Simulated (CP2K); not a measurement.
Crystal: TaAs.

```
Ta As
1.0
     3.44363    0.00000    0.00000
     0.00000    3.44363    0.00000
     1.72181   -1.72181    5.86794
Ta As
2 2
Direct
  0.49997 0.50003 0.00007
  0.24997 0.25003 0.50007
  0.08263 0.91737 0.83474
  0.83263 0.66737 0.33474
```

The cell is a database's computed one.

Base run:

- Program: CP2K 2026.2
- Functional: PBEsol
- Potentials or basis: POTENTIAL_UZH Ta GTH-PBE-q13, As GTH-PBE-q5; TZVP-MOLOPT-PBE-GTH basis
- Density cutoff: 9184 eV
- k mesh: 8 × 8 × 8
- Occupations: fermi-dirac, width 0.05 eV
- Spin: no spin polarisation

Its results: band gap on the k mesh none (metal or under the smearing width); pressure -1.3 GPa; largest force 0.027 eV/Å.

Q: The run is repeated on the same cell with these changes: functional from PBEsol to LDA. What comes out?

A: Band gap on the k mesh none (metal or under the smearing width); pressure -2.7 GPa; largest force 0.026 eV/Å.

LDA binds more tightly than PBEsol, so the same cell stands under less pressure.

Caveats: the potentials were made for another functional, which shifts forces and pressure; the basis of atomic orbitals isn't converged, which shifts pressures, moduli and gaps.

Not every run made on this cell is shown here.
